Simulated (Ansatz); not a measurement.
**TiAl$_{3}$: checking dH/dP = V**

The calculation used DFT PBE, scalar-relativistic, plane waves, PAW (Ansatz). Settings: 420 eV cutoff, 10×10×10 k-mesh, Gaussian smearing of 0.10 eV, no spin polarisation.

The relaxed crystal:

```
CELL_PARAMETERS angstrom
3.97973 0.00000 0.00000
0.00000 3.97973 0.00000
0.00000 0.00000 3.97973
ATOMIC_POSITIONS crystal
Ti 0.00000 0.00000 0.00000
Al 0.50000 0.50000 0.00000
Al 0.50000 0.00000 0.50000
Al 0.00000 0.50000 0.50000
```

Cell and atoms were relaxed at each target pressure within the start's symmetry (Pm-3m), at zero temperature; other phases can be more stable under pressure. H = E + PV with P the target; E is the free energy at the smearing used, whose derivative the pressure is, per atom and counted from zero pressure. The mesh named is that at zero pressure; some other pressures ran on another.

| P (GPa) | V (Å³/atom) | E − E0 (meV) | H − H0 (meV) |
| --- | --- | --- | --- |
| 0 | 15.758 | 0.0 | 0.0 |
| 1 | 15.604 | 0.5 | 97.9 |
| 4 | 15.207 | 6.8 | 386.4 |
| 12 | 14.350 | 48.7 | 1123.5 |
| 25 | 13.320 | 166.2 | 2244.7 |
| 50 | 11.987 | 470.3 | 4211.3 |
| 90 | 10.643 | 1044.1 | 7022.5 |

Question: Thermodynamics gives dH/dP = V along a relaxed path. Integrate V over P by the trapezoid rule and compare with the computed enthalpies.

Answer: With 1 eV/Å³ = 160.22 GPa, each step adds the mean volume times ΔP / 160.22:
```
P (GPa)  ∫V dP (meV) H − H0 (meV) difference (meV)
      1         97.9          97.9               0.0
      4        386.3         386.4              -0.1
     12       1124.2        1123.5               0.7
     25       2246.8        2244.7               2.1
     50       4221.3        4211.3              10.0
     90       7046.2        7022.5              23.7
```

V(P) curves upward, so the trapezoid rule runs high; integrating a smooth curve through the same points puts that excess at about 24.5 meV at 90 GPa, against the 23.7 meV found.

Question: At 90 GPa, how much of the enthalpy change is stored energy and how much is the PV term?

Answer: E rises by 1044 meV/atom and PV is 90 × 10.643 / 160.22 = 5978 meV/atom, so PV makes 85 % of ΔH. So between rival structures at high pressure a small difference in volume can outweigh the difference in energy: 1 % of this volume is worth 59.8 meV/atom at this pressure.

Question: What bulk modulus do the lowest pressures give?

Answer: From the pressures that the runs reached, -1.02 GPa (15.913 Å³) and 1.06 GPa (15.604 Å³), B = −ΔP/Δln V = 2.08 / 0.0196 = 106 GPa, a mean over that range.

This form isn't the usual stable structure of the compound.